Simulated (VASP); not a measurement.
A run of VASP 6.6.1 is set up as follows.

INCAR

```
ALGO = Normal
EDIFF = 1E-7
EDIFFG = -0.005
ENCUT = 600
IBRION = 2
ISIF = 3
ISMEAR = 0
LASPH = True
LCHARG = False
LMIXTAU = True
LREAL = False
LWAVE = False
METAGGA = R2SCAN
NELM = 80
NSW = 90
PREC = Accurate
SIGMA = 0.1
```

KPOINTS

```
k-points
0
Gamma
  16 16 16
```

The input POSCAR:

```
ZrC
1.0
    0.0000000000      2.3502110000      2.3502110000
    2.3502110000      0.0000000000      2.3502110000
    2.3502110000      2.3502110000      0.0000000000
Zr C
1 1
Direct
    0.5000000000      0.5000000000      0.5000000000
    0.0000000000      0.0000000000      0.0000000000
```

Potentials or basis: VASP PAW PBE potentials, release 64 (Zr_sv, C).

Run with:

```sh
$ cat potpaw_PBE.64/Zr_sv/POTCAR potpaw_PBE.64/C/POTCAR > POTCAR
$ mpirun -np 1 vasp_std > vasp.out
```

(1) Predict the band gap on the k mesh.

(2) Estimate the space group after relaxing (to 0.05 Å).

## Answers

(1) none (metal or under the smearing width).

(2) Fm-3m (No. 225).
